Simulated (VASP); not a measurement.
# Mo (Im-3m) in VASP: a series of runs

Runs on Mo. Level: LDA. Tasks: single point.

Everything below comes from runs of VASP 6.6.1. Logs are shortened: lines on timing, memory, paths and dates and some standing lists are left out, and cuts for length are marked.

## 1. The undisturbed crystal

It takes space group Im-3m (No. 229, cubic). Conventional cell: a = 3.168 Å, b = 3.168 Å, c = 3.168 Å, α = 90.00°, β = 90.00°, γ = 90.00°. Mo (site symmetry m-3m) has 8 Mo at 2.74 Å as nearest neighbours.

## 2. Single point, LDA (grid = ENCUT=400 dk=0.35 cell=2x2x2 ISMEAR=1 SIGMA=0.1 LREAL=Auto EDIFF=1e-06)

INCAR reads:

```
  PREC = Accurate
  ENCUT = 400
  EDIFF = 1E-6
  ISMEAR = 1
  SIGMA = 0.1
  LREAL = Auto
  LASPH = True
  NELM = 120
  ALGO = Fast
  ISIF = 2
  LWAVE = False
  LCHARG = False
  NBANDS = 64
```

KPOINTS reads:

```
regular mesh
0
Gamma
  5 5 5
```

POSCAR reads:

```
Mo
1.0
   -3.1676179438      3.1676179438      3.1676179438
    3.1676179438     -3.1676179438      3.1676179438
    3.1676179438      3.1676179438     -3.1676179438
Mo
8
Direct
    0.0000000000      0.0000000000      0.0000000000
    0.0000000000      0.0000000000      0.5000000000
    0.0000000000      0.5000000000      0.0000000000
    0.0000000000      0.5000000000      0.5000000000
    0.5000000000      0.0000000000      0.0000000000
    0.5000000000      0.0000000000      0.5000000000
    0.5000000000      0.5000000000      0.0000000000
    0.5000000000      0.5000000000      0.5000000000
```

Potentials or basis: VASP PAW LDA potentials, release 64 (Mo_sv).

Run with:

```sh
$ cat potpaw_LDA.64/Mo_sv/POTCAR > POTCAR
$ mpirun -np 1 vasp_std > vasp.out
```

OUTCAR:

```text
PREC = Accurate
   ENCUT = 400
   EDIFF = 1E-6
   ISMEAR = 1
   LREAL = Auto
   LASPH = True
   NELM = 120
   ISIF = 2

 Found     10 irreducible k-points:

 Following reciprocal coordinates:
            Coordinates               Weight
  0.000000  0.000000  0.000000      1.000000
  0.200000  0.000000  0.000000     12.000000
  0.400000  0.000000  0.000000     12.000000
  0.200000  0.200000  0.000000     24.000000
  0.400000  0.200000  0.000000     24.000000
  0.200000  0.200000  0.200000      8.000000
   k-points           NKPTS =     10   k-points in BZ     NKDIM =     10   number of bands    NBANDS=     64
   number of dos      NEDOS =    301   number of ions     NIONS =      8
   total plane-waves  NPLWV =  46656
   dimension x,y,z NGX =    36 NGY =   36 NGZ =   36
   dimension x,y,z NGXF=    72 NGYF=   72 NGZF=   72
   ions per type =               8
   NGX,Y,Z   is equivalent  to a cutoff of  10.91, 10.91, 10.91 a.u.
   NGXF,Y,Z  is equivalent  to a cutoff of  21.82, 21.82, 21.82 a.u.
 SYSTEM =  unknown system
   PREC   = accura    normal or accurate (medium, high low for compatibility)
   ISTART =      0    job   : 0-new  1-cont  2-samecut
   ICHARG =      2    charge: 1-file 2-atom 10-const
   ISPIN  =      1    spin polarized calculation?
   LNONCOLLINEAR =      F non collinear calculations
   LSORBIT =      F    spin-orbit coupling
   LASPH  =      T    aspherical Exc in radial PAW
   ENCUT  =  400.0 eV  29.40 Ry    5.42 a.u.   8.95  8.95  8.95*2*pi/ulx,y,z
   NELM   =    120;   NELMIN=  2; NELMDL= -5     # of ELM steps
   EDIFF  = 0.1E-05   stopping-criterion for ELM
   LREAL  =      T    real-space projection
   EDIFFG = 0.1E-04   stopping-criterion for IOM
   NSW    =      0    number of steps for IOM
   IBRION =     -1    ionic relax: 0-MD 1-quasi-New 2-CG
   NFREE  =      0    steps in history (QN), initial steepest desc. (CG)
   ISIF   =      2    stress and relaxation
   ISYM   =      2    0-nonsym 1-usesym 2-fastsym
   POTIM  = 0.5000    time-step for ionic-motion
   TEBEG  =    0.0;   TEEND  =   0.0 temperature during run
   PSTRESS=    0.0 pullay stress
   NELECT =     112.0000    total number of electrons
   NUPDOWN=      -1.0000    fix difference up-down
   EMIN   =  10.00;   EMAX   =-10.00  energy-range for DOS
   EFERMI =   0.00;   METHOD = LEGACY
   ISMEAR =     1;   SIGMA  =   0.10  broadening in eV -4-tet -1-fermi 0-gaus
   EFERMI_NEDOS =   21; number of points for ismear=-14 and -15
   IALGO  =     68    algorithm
   IMIX   =      4    mixing-type and parameters
     AMIX     =   0.40;   BMIX     =  1.00
     AMIX_MAG =   1.60;   BMIX_MAG =  1.00
  volume/ion in A,a.u.               =      15.89       107.24
  Fermi-wavevector in a.u.,A,eV,Ry     =   1.569380  2.965698 33.510508  2.462953
  Thomas-Fermi vector in A             =   2.671271
   LORBIT       =      0    0 simple, 1 ext, 2 COOP (PROOUT), +10 PAW based schemes
   GGA     = CA    functional components
   LHFCALC =     F    Hartree Fock is set to
   AEXX    =    0.0000 exact exchange contribution
   IVDW    =     0    specifies the selected vdW correction
   LEPSILON=     F    determine dielectric tensor
   LRPA    =     F    only Hartree local field effects (RPA)
 non-spin polarized calculation
 RMM-DIIS sequential band-by-band and
 Methfessel and Paxton  Order N= 1 SIGMA  =   0.10
  energy-cutoff  :      400.00
  volume of cell :      127.13
 maximum number of plane-waves:      2342
   NGX = 17   NGY = 17   NGZ = 17

 number of electron     112.0000045 magnetization

 Free energy of the ion-electron system (eV)
  ---------------------------------------------------
  ext. energy  EPLUGINS =         0.00000000
  ---------------------------------------------------
  free energy    TOTEN  =       -96.66007394 eV

  energy without entropy =      -96.66163559  energy(sigma->0) =      -96.66059449

 E-fermi :  12.3276     XC(G=0): -13.5078

 val. band max:       12.3068922352   @ k =  -0.4000   0.4000   0.4000
 cond. band min:      12.3321877340   @ k =  -0.4000   0.4000   0.4000
 fundamental gap:      0.0252954988
 Fermi energy:        12.3275827253

 k-point     1 :       0.0000    0.0000    0.0000
  band No.  band energies     occupation
      1     -48.6979      2.00000
      2     -48.4433      2.00000
      3     -48.4433      2.00000
      4     -48.4433      2.00000
      5     -48.4433      2.00000
      6     -48.4433      2.00000
[... 56 lines left out ...]
     63      13.8432     -0.00000
     64      13.8786     -0.00000

 k-point     2 :       0.2000    0.0000    0.0000
  band No.  band energies     occupation
      1     -48.6741      2.00000
      2     -48.4681      2.00000
      3     -48.4434      2.00000
      4     -48.4434      2.00000
      5     -48.4434      2.00000
      6     -48.4434      2.00000
[... 56 lines left out ...]
     63      13.8229     -0.00000
     64      13.8862     -0.00000

 k-point     3 :       0.4000    0.0000    0.0000
  band No.  band energies     occupation
      1     -48.6113      2.00000
      2     -48.5326      2.00000
      3     -48.4436      2.00000
      4     -48.4436      2.00000
      5     -48.4436      2.00000
      6     -48.4436      2.00000
[... 56 lines left out ...]
     63      13.5268     -0.00000
     64      13.5291     -0.00000

 k-point     4 :       0.2000    0.2000    0.0000
  band No.  band energies     occupation
      1     -48.6308      2.00000
      2     -48.4882      2.00000
      3     -48.4882      2.00000
      4     -48.4573      2.00000
      5     -48.4235      2.00000
      6     -48.4128      2.00000
[... 56 lines left out ...]
     63      13.7244     -0.00000
     64      13.9634     -0.00000

 k-point     5 :       0.4000    0.2000    0.0000
  band No.  band energies     occupation
      1     -48.5599      2.00000
      2     -48.5599      2.00000
      3     -48.4959      2.00000
      4     -48.4626      2.00000
      5     -48.4159      2.00000
      6     -48.4076      2.00000
[... 56 lines left out ...]
     63      13.7567     -0.00000
     64      13.7779     -0.00000

 k-point     6 :       0.2000    0.2000    0.2000
  band No.  band energies     occupation
      1     -48.5777      2.00000
      2     -48.5114      2.00000
      3     -48.5114      2.00000
      4     -48.5114      2.00000
      5     -48.3894      2.00000
      6     -48.3894      2.00000
[... 56 lines left out ...]
     63      13.7188     -0.00000
     64      13.7965     -0.00000

 [... further k-points ...]

------------------------ aborting loop because EDIFF is reached ----------------------------------------

  FORCE on cell =-STRESS in cart. coord.  units (eV):
  Direction    XX          YY          ZZ          XY          YZ          ZX
  --------------------------------------------------------------------------------------
  -------------------------------------------------------------------------------------
  Total      -11.2994266    -11.2994266    -11.2994266     -0.0000000     -0.0000000      0.0000000
  in kB     -142.3995492   -142.3995492   -142.3995492     -0.0000000     -0.0000000      0.0000000
  external PRESSURE =    -142.3995492 kB  Pullay stress =       0.0000000 kB

 VOLUME and BASIS-vectors are now :
 -----------------------------------------------------------------------------
  energy-cutoff  :      400.00
  volume of cell :      127.13
      direct lattice vectors                 reciprocal lattice vectors
    -3.167617944  3.167617944  3.167617944     0.000000000  0.157847319  0.157847319
     3.167617944 -3.167617944  3.167617944     0.157847319  0.000000000  0.157847319
     3.167617944  3.167617944 -3.167617944     0.157847319  0.157847319  0.000000000

 POSITION                                       TOTAL-FORCE (eV/Angst)
 -----------------------------------------------------------------------------------
      0.00000      0.00000      0.00000        -0.000000     -0.000000      0.000000
      1.58381      1.58381     -1.58381         0.000000     -0.000000      0.000000
      1.58381     -1.58381      1.58381        -0.000000     -0.000000      0.000000
      3.16762      0.00000      0.00000        -0.000000     -0.000000      0.000000
     -1.58381      1.58381      1.58381        -0.000000      0.000000     -0.000000
      0.00000      3.16762      0.00000         0.000000      0.000000     -0.000000
      0.00000      0.00000      3.16762        -0.000000      0.000000     -0.000000
      1.58381      1.58381      1.58381        -0.000000      0.000000     -0.000000
 -----------------------------------------------------------------------------------
    total drift:                                0.000000      0.000000      0.000000

  FREE ENERGIE OF THE ION-ELECTRON SYSTEM (eV)
  ---------------------------------------------------
  free  energy   TOTEN  =       -96.6600739422 eV

  energy  without entropy=      -96.6616355928  energy(sigma->0) =      -96.66059449
```

It took 1.9 min on 1 thread of Intel Xeon Platinum 8259CL at 2.50GHz (Skylake/Cascade Lake), shared host; peak memory 0.19 GiB.

The run converged, but some of its settings lie outside the range that counts as converged, so its numbers aren't taken as properties of the crystal.

What came out:

```
Free energy            : -96.6601 eV
Pressure               : -14.2 GPa
Band gap on the k mesh : none (metal or under the smearing width)
```

## 3. Single point, LDA (grid = ENCUT=460 dk=0.35 cell=2x2x2 ISMEAR=1 SIGMA=0.1 LREAL=Auto EDIFF=1e-06)

Edit INCAR of step 2 so:

```diff
@@ -1,3 +1,3 @@
   PREC = Accurate
-  ENCUT = 400
+  ENCUT = 460
   EDIFF = 1E-6
```

KPOINTS is that of step 2.

POSCAR is that of step 2.

Potentials or basis: VASP PAW LDA potentials, release 64 (Mo_sv).

Run with:

```sh
$ cat potpaw_LDA.64/Mo_sv/POTCAR > POTCAR
$ mpirun -np 1 vasp_std > vasp.out
```

It took 2.3 min on 1 thread of Intel Xeon Platinum 8259CL at 2.50GHz (Skylake/Cascade Lake), shared host; peak memory 0.21 GiB.

These settings aren't checked as converged: the numbers below hold their error.

Results:

```yaml
Free_energy: -96.6719 eV
Pressure: -13.8 GPa
Band_gap_on_the_k_mesh: none (metal or under the smearing width)
```

## 4. Single point, LDA (grid = ENCUT=520 dk=0.35 cell=2x2x2 ISMEAR=1 SIGMA=0.1 LREAL=Auto EDIFF=1e-06)

Edit INCAR of step 3 so:

```diff
@@ -1,3 +1,3 @@
   PREC = Accurate
-  ENCUT = 460
+  ENCUT = 520
   EDIFF = 1E-6
```

KPOINTS is that of step 3.

POSCAR is that of step 3.

Run with:

```sh
$ cat potpaw_LDA.64/Mo_sv/POTCAR > POTCAR
$ mpirun -np 1 vasp_std > vasp.out
```

It took 3.1 min on 1 thread of Intel Xeon Platinum 8259CL at 2.50GHz (Skylake/Cascade Lake), shared host; peak memory 0.23 GiB.

These settings aren't checked as converged: the numbers below hold their error.

Results:

- Free energy: -96.6693 eV
- Pressure: -13.7 GPa
- Band gap on the k mesh: none (metal or under the smearing width)
